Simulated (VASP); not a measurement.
W, 2 atoms in the cell. Symmetry: I4_1/amd, No. 141, tetragonal system. The conventional cell has a = 4.931 Å, b = 4.931 Å, c = 2.690 Å, α = 90.00°, β = 90.00°, γ = 90.00°. Around W (site symmetry -4m2) lie 6 W at 2.56 to 2.69 Å. The cell was built by a generator and needn't be a form met in nature.

| Quantity | Value |
| --- | --- |
| Program | VASP 6.6.1 |
| Task | relaxation of cell and atoms |
| Functional | r2SCAN |
| Potentials or basis | VASP PAW PBE potentials, release 64 (W_sv) |
| Cutoff | 600 eV |
| k mesh | 8 × 8 × 8 |
| Occupations | gaussian, width 0.1 eV |
| Spin | no spin polarisation |
| Dipole correction | no |
| Further INCAR settings | ALGO = Normal; EDIFF = 1e-06; IBRION = 2; EDIFFG = -0.04; NSW = 90; ISIF = 3 |

Potentials or basis: VASP PAW PBE potentials, release 64 (W_sv).

The run is started by

```sh
$ cat potpaw_PBE.64/W_sv/POTCAR > POTCAR
$ cp INCAR.step1 INCAR
$ mpirun -np 1 vasp_std > vasp.out
$ cp INCAR.step2 INCAR
$ mpirun -np 1 vasp_std > vasp.out
```

Hardware: 1 thread of AMD EPYC 7R43 64-Core Processor (Zen 3) (shared host).

Problem. Estimate the wall time of this run.

Solution. Run time: 27 min on 1 thread of AMD EPYC 7R43 64-Core Processor (Zen 3) (shared host), peak memory 0.17 GiB. Counts: scf iterations 83, k points 59, ion steps 9.
